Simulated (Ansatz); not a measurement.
**How WC stores the work of compression**

Computed with DFT PBEsol, scalar-relativistic, plane waves, PAW (Ansatz). (420 eV cutoff, 18×18×14 k-mesh, Gaussian smearing of 0.10 eV, no spin polarisation)

Reference structure (relaxed):

```xyz
2
Lattice="2.8985 0.0000 0.0000 -1.4492 2.5102 0.0000 0.0000 0.0000 2.8278" Properties=species:S:1:pos:R:3 pbc="T T T"
W     0.0000    0.0000    0.0000
C     1.4492    0.8367    1.4139
```

Cell and atoms were relaxed at each target pressure within the start's symmetry (P-6m2), at zero temperature; other phases can be more stable under pressure. H = E + PV with P the target; E is the free energy at the smearing used, whose derivative the pressure is, per atom and counted from zero pressure. The mesh named is that at zero pressure; some other pressures ran on another.

Spin–orbit coupling is left out, which can shift energies with elements as heavy as these.

| P (GPa) | V (Å³/atom) | E − E0 (meV) | H − H0 (meV) |
| --- | --- | --- | --- |
| 0 | 10.287 | 0.0 | 0.0 |
| 1 | 10.261 | 0.1 | 64.1 |
| 4 | 10.187 | 1.2 | 255.6 |
| 12 | 10.004 | 10.3 | 759.6 |
| 25 | 9.738 | 40.7 | 1560.2 |
| 50 | 9.309 | 139.8 | 3045.0 |
| 90 | 8.774 | 371.2 | 5299.6 |

Thermodynamics gives dH/dP = V along a relaxed path. Integrate V over P by the trapezoid rule and compare with the computed enthalpies.

With 1 eV/Å³ = 160.22 GPa, each step adds the mean volume times ΔP / 160.22:
```tsv
P (GPa)	∫V dP (meV)	H − H0 (meV)	difference (meV)
1	64.1	64.1	0.0
4	255.6	255.6	0.0
12	759.7	759.6	0.1
25	1560.6	1560.2	0.4
50	3046.6	3045.0	1.6
90	5303.9	5299.6	4.3
```

V(P) curves upward, so the trapezoid rule runs high; integrating a smooth curve through the same points puts that excess at about 4.6 meV at 90 GPa, against the 4.3 meV found.

At 90 GPa, how much of the enthalpy change is stored energy and how much is the PV term?

E rises by 371 meV/atom and PV is 90 × 8.774 / 160.22 = 4928 meV/atom, so PV makes 93 % of ΔH. So between rival structures at high pressure a small difference in volume can outweigh the difference in energy: 1 % of this volume is worth 49.3 meV/atom at this pressure.

What bulk modulus do the lowest pressures give, and how is the compression shared among the axes?

From the pressures that the runs reached, -1.01 GPa (10.312 Å³) and 1.01 GPa (10.261 Å³), B = −ΔP/Δln V = 2.02 / 0.0050 = 406 GPa, a mean over that range. The linear compressibilities −Δln(length)/ΔP are 0.89 along a, 0.89 along b, 0.67 along c (in TPa⁻¹). With fixed angles they add up to 1/B: 2.46 against 2.46. Softest: a and b, at 36 % of the volume change per axis.